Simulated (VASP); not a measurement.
# CuI (Marshite): band structure with LDA

The system is CuI (Marshite).

```
CELL_PARAMETERS angstrom
0.00000 2.97300 2.97300
2.97300 0.00000 2.97300
2.97300 2.97300 0.00000
ATOMIC_POSITIONS crystal
Cu 0.25000 0.25000 0.25000
I 0.00000 0.00000 0.00000
```

* Program: VASP 6.6.1
* Task: band structure
* Functional: LDA
* Potentials or basis: VASP PAW LDA potentials, release 64 (Cu, I)
* Cutoff: 520 eV
* k mesh: 8 × 8 × 8
* Occupations: gaussian, width 0.03 eV
* Spin: no spin polarisation
* Further INCAR settings: ALGO = Fast; EDIFF = 1e-07

The pressure is -2.0 GPa. The band gap on the k mesh is 1.16 eV, direct and the band gap along the path is 1.16 eV, direct.

Levels at the corners of the path, in eV from the valence-band top:
| point | band 5 | band 6 | band 7 | band 8 | band 9 | band 10 | band 11 | band 12 | band 13 |
| --- | --- | --- | --- | --- | --- | --- | --- | --- | --- |
| Γ | -2.17 | -2.17 | 0.00 | 0.00 | 0.00 | 1.16 | 4.80 | 4.80 | 4.80 |
| X | -2.21 | -2.10 | -2.08 | -1.76 | -1.76 | 2.50 | 2.81 | 9.46 | 10.01 |
| X | -2.21 | -2.10 | -2.08 | -1.76 | -1.76 | 2.50 | 2.81 | 9.45 | 10.01 |
| W | -2.24 | -2.24 | -2.08 | -1.89 | -1.50 | 4.58 | 4.70 | 6.02 | 6.26 |
| W | -2.24 | -2.24 | -2.08 | -1.89 | -1.50 | 4.58 | 4.70 | 6.02 | 6.26 |
| K | -2.32 | -2.15 | -2.02 | -1.79 | -1.46 | 2.97 | 4.67 | 7.60 | 7.96 |
| K | -2.32 | -2.15 | -2.02 | -1.79 | -1.46 | 2.97 | 4.67 | 7.60 | 7.96 |
| Γ | -2.17 | -2.17 | 0.00 | 0.00 | 0.00 | 1.16 | 4.80 | 4.80 | 4.80 |
| Γ | -2.17 | -2.17 | 0.00 | 0.00 | 0.00 | 1.16 | 4.80 | 4.80 | 4.80 |
| L | -2.15 | -2.15 | -2.10 | -0.82 | -0.82 | 2.12 | 5.36 | 5.36 | 7.33 |
| L | -2.15 | -2.15 | -2.10 | -0.82 | -0.82 | 2.12 | 5.36 | 5.36 | 7.33 |
| U | -2.32 | -2.15 | -2.02 | -1.79 | -1.46 | 2.97 | 4.67 | 7.60 | 7.96 |
| U | -2.32 | -2.15 | -2.02 | -1.79 | -1.46 | 2.97 | 4.67 | 7.60 | 7.96 |
| W | -2.24 | -2.24 | -2.08 | -1.89 | -1.50 | 4.58 | 4.70 | 6.02 | 6.26 |
| W | -2.24 | -2.24 | -2.08 | -1.89 | -1.50 | 4.58 | 4.70 | 6.02 | 6.26 |
| L | -2.15 | -2.15 | -2.10 | -0.82 | -0.82 | 2.12 | 5.36 | 5.36 | 7.33 |
| L | -2.15 | -2.15 | -2.10 | -0.82 | -0.82 | 2.12 | 5.36 | 5.36 | 7.33 |
| K | -2.32 | -2.15 | -2.02 | -1.79 | -1.46 | 2.97 | 4.67 | 7.60 | 7.96 |
| U | -2.32 | -2.15 | -2.02 | -1.79 | -1.46 | 2.97 | 4.67 | 7.60 | 7.96 |
| X | -2.21 | -2.10 | -2.08 | -1.76 | -1.76 | 2.50 | 2.81 | 9.45 | 10.01 |

It took 73 s on 1 thread of Intel(R) Xeon(R) Platinum 8488C (Sapphire Rapids) (shared host), peak memory 0.18 GiB.

Caveat: spin-orbit coupling is left out, which moves the levels of the heavy elements. Expect the measured gap to be larger: semilocal functionals such as LDA lack the derivative discontinuity.
